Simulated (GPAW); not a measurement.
Runs of GPAW 26.7.0 on AgBr. It takes space group Fm-3m (No. 225, cubic). The conventional cell has a = 5.740 Å, b = 5.740 Å, c = 5.740 Å, α = 90.00°, β = 90.00°, γ = 90.00°. Around Ag (site symmetry m-3m) lie 6 Br at 2.87 Å. Br (site symmetry m-3m) is surrounded by 6 Ag at 2.87 Å. 

| task | level | potentials or basis | U | k mesh | cutoff (eV) | smearing | band path | band points | response ecut | response k mesh | response bands | gap on the mesh (eV) | pressure (GPa) |
| --- | --- | --- | --- | --- | --- | --- | --- | --- | --- | --- | --- | --- | --- |
| band structure | PBEsol+U | PAW data sets generated in the run's folder for this functional, pw | Ag d U = 3 eV | 8 × 8 × 8 | 600 | fermi-dirac 0.05 eV | GXWKGLUWLK,UX | 80 | - | - | - | 1.04 | (b) |
| band structure | PBEsol | PAW data sets generated in the run's folder for this functional, pw | - | 8 × 8 × 8 | 600 | fermi-dirac 0.05 eV | GXWKGLUWLK,UX | 80 | - | - | - | 0.49 | -1.4 |
| dielectric tensor | LDA | the program's PAW data sets (release 1.2.1) made for this functional, pw | - | 7 × 7 × 7 | 450 | fermi-dirac 0.001 eV | - | - | 80 eV | 20 × 20 × 20 | 32 | 0.44 | - |
| band structure | PBEsol+U | PAW data sets generated in the run's folder for this functional, pw | Ag d U = 1 eV | 8 × 8 × 8 | 600 | fermi-dirac 0.05 eV | GXWKGLUWLK,UX | 80 | - | - | - | 0.68 | (a) |
| single point | PBEsol | PAW data sets generated in the run's folder for this functional, pw | - | 8 × 8 × 8 | 600 | fermi-dirac 0.05 eV | - | - | - | - | - | 0.49 | -1.4 |

Alike in all rows: no spin polarisation; cell as given.

Question: Fill in the values left out.

Answer: (a) -1.2; (b) -0.9.

Caveats: the gap is small at this level, which inflates the dielectric constant (some runs); the long-wavelength limit can be off by several per cent where d states take part (some runs).

A k mesh can miss the band edges, and the runs leave out spin-orbit coupling on Ag, Br.
